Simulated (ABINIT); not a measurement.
The system is BaH2.

```
CELL_PARAMETERS angstrom
4.46203 0.00000 0.00000
-2.23101 3.86423 0.00000
0.00000 0.00000 6.05529
ATOMIC_POSITIONS crystal
Ba 0.33333 0.66667 0.25000
Ba 0.66667 0.33333 0.75000
H 0.00000 0.00000 0.00000
H 0.00000 0.00000 0.50000
H 0.66667 0.33333 0.25000
H 0.33333 0.66667 0.75000
```

The cell comes from a database or a generator and needn't be the stable form of this composition.

```yaml
Program: ABINIT 10.8.3 (patched build)
Task: relaxation of cell and atoms
Functional: PBEsol
Potentials_or_basis: PseudoDojo NC SR PBEsol v0.4.1 standard
Cutoff: 980 eV
k_mesh: 7 × 7 × 5
Occupations: fermi-dirac, width 0.05 eV
Spin: no spin polarisation
```

At the start: pressure -2.0 GPa; volume 17.40 Å³/atom.

Problem. How do energy, volume and symmetry change on relaxing?

Solution. Over 9 steps the energy falls by 7.6 meV/atom and the volume is 16.26 Å³/atom (-6.5 %); space group P6_3/mmc (No. 194, to 0.05 Å).

The path:
```
step  energy change (eV)  largest force (eV/Å)  pressure (GPa)  volume (Å³)
   1              0.0000                0.0000           -2.02       104.41
   2             -0.0077                0.0000           -1.83       103.76
   3             -0.0403                0.0000            0.13        97.98
   4             -0.0409                0.0000            0.00        98.27
   5             -0.0422                0.0000           -0.17        98.57
   6             -0.0440                0.0000           -0.27        98.56
   7             -0.0451                0.0000           -0.18        98.08
   8             -0.0454                0.0000           -0.05        97.69
   9             -0.0454                0.0000            0.00        97.58
```

Final structure:
```yaml
crystal:
  lattice:
    - [4.39627, 0.00000, 0.00000]
    - [-2.19813, 3.80728, 0.00000]
    - [0.00000, 0.00000, 5.83016]
  atoms:
    - { symbol: Ba, position: [0.33333, 0.66667, 0.25000] }
    - { symbol: Ba, position: [0.66667, 0.33333, 0.75000] }
    - { symbol: H, position: [0.00000, 0.00000, 0.00000] }
    - { symbol: H, position: [0.00000, 0.00000, 0.50000] }
    - { symbol: H, position: [0.66667, 0.33333, 0.25000] }
    - { symbol: H, position: [0.33333, 0.66667, 0.75000] }
```

Caveat: this set's barium file shifts pressures by 1 GPa against other sets; this release of the barium file is off.
